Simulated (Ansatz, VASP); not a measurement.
# Two plane-wave programs on Sb

Contents of INCAR:

```
PREC     = Accurate       # precision mode
ENCUT    = 520            # plane-wave cutoff, eV
EDIFF    = 1E-6           # SCF threshold, eV
ISMEAR   = -1             # smearing method
SIGMA    = 0.1            # smearing width, eV
LREAL    = False          # projectors in reciprocal space
LASPH    = True           # aspherical terms in the spheres
NELM     = 80             # most SCF steps
ALGO     = Normal         # electronic algorithm
ISIF     = 2              # what is computed and relaxed
LWAVE    = False          # write WAVECAR
LCHARG   = False          # write CHGCAR
GGA      = PS             # functional
NBANDS   = 12             # bands
```

File KPOINTS:

```
regular mesh
0
Gamma
  9 9 9
```

POSCAR

```
Sb
1.0
    0.0000000000      3.3455988079      3.3455988079
    3.3455988079      0.0000000000      3.3455988079
    3.3455988079      3.3455988079      0.0000000000
Sb
2
Direct
    0.1250000000      0.1250000000      0.1250000000
    0.8750000000      0.8750000000      0.8750000000
```

Input for Ansatz:

```yaml
crystal:
  lattice:
    - [0.0, 3.3455988079, 3.3455988079]
    - [3.3455988079, 0.0, 3.3455988079]
    - [3.3455988079, 3.3455988079, 0.0]
  atoms:
    - { symbol: Sb, position: [0.125, 0.125, 0.125] }
    - { symbol: Sb, position: [0.875, 0.875, 0.875] }
hamiltonian:
  xc: pbesol
  pseudopotentials:
    kind: paw
    azcp:
      Sb: "pseudopotentials/Sb.paw.azcp"
basis:
  ecutwfc: 420
  fft_grid_basis: typed
kpoints:
  mp_grid: { grid: [9, 9, 9], shift: [0, 0, 0] }
magnetization:
  spin_polarized: false
scf:
  occupations: { method: fermi_dirac, width: 0.1 }
  lower_state_search: "off"
output:
  stress: true
```

Alike in both runs: task single point; functional PBEsol; k mesh 9 × 9 × 9; occupations fermi-dirac, width 0.1 eV; no spin polarisation.

|  | VASP | Ansatz |
| --- | --- | --- |
| version | VASP 6.6.1 | Ansatz 0.2.0 |
| potentials or method | VASP PAW PBE potentials, release 64 (Sb) | plane waves (420 eV) with PAW, scalar-relativistic |
| plane-wave cutoff (eV) | 520 | 420 |
| valence electrons in the cell | 10 | 30 |

Ansatz gave:

* pressure (GPa): 3.3

**Question.** Which values does VASP return?

**Answer.** Pressure (GPa): 3.5.

The functional is the same, so the differences come from potentials, cutoffs and numerics. The two sets of potentials don't hold the same shells in valence. Ansatz warned: «pseudo_functional_mismatch».

Caveats: the PAW data sets were made with another functional, which shifts forces and pressure a little (VASP). Spin-orbit coupling is left out, which matters for the levels of Sb.
